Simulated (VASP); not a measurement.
**Tl: equation of state with PBE**

Crystal: Tl.

```xyz
2
Lattice="3.4560 0.0000 0.0000 -1.7280 2.9930 0.0000 0.0000 0.0000 5.5250" Properties=species:S:1:pos:R:3 pbc="T T T"
Tl    1.7280    0.9977    4.1438
Tl    0.0000    1.9953    1.3813
```

```yaml
Program: VASP 6.6.1
Task: equation of state
Functional: PBE
Potentials_or_basis: VASP PAW PBE potentials, release 64 (Tl_d)
Cutoff: 520 eV
k_mesh: 9 × 9 × 5
Occupations: fermi-dirac, width 0.05 eV
Spin: no spin polarisation
Further_INCAR_settings: ALGO = Normal; EDIFF = 1e-07; NBANDS = 20
```

```
Equilibrium volume                        : 31.59 Å³/atom (rough: see the caveat)
Bulk modulus at fixed shape and positions : 26 GPa (rough)
```

Energy against volume, from the lowest point:
```csv
volume (Å³/atom),energy (meV/atom)
26.860,77.11
27.432,55.76
28.003,38.32
28.575,24.40
29.146,13.60
29.718,5.55
30.289,0.00
```

All runs of the series together: 2 min on 1 thread of AMD EPYC 9R45 (Zen 5), on a shared host.

Caveat: the minimum lies outside the volumes run; the cell was scaled at fixed shape and fractional positions, which overstates the stiffness of a crystal with free parameters, most of all of layers and chains. Spin-orbit coupling is left out, which matters for the levels of Tl.
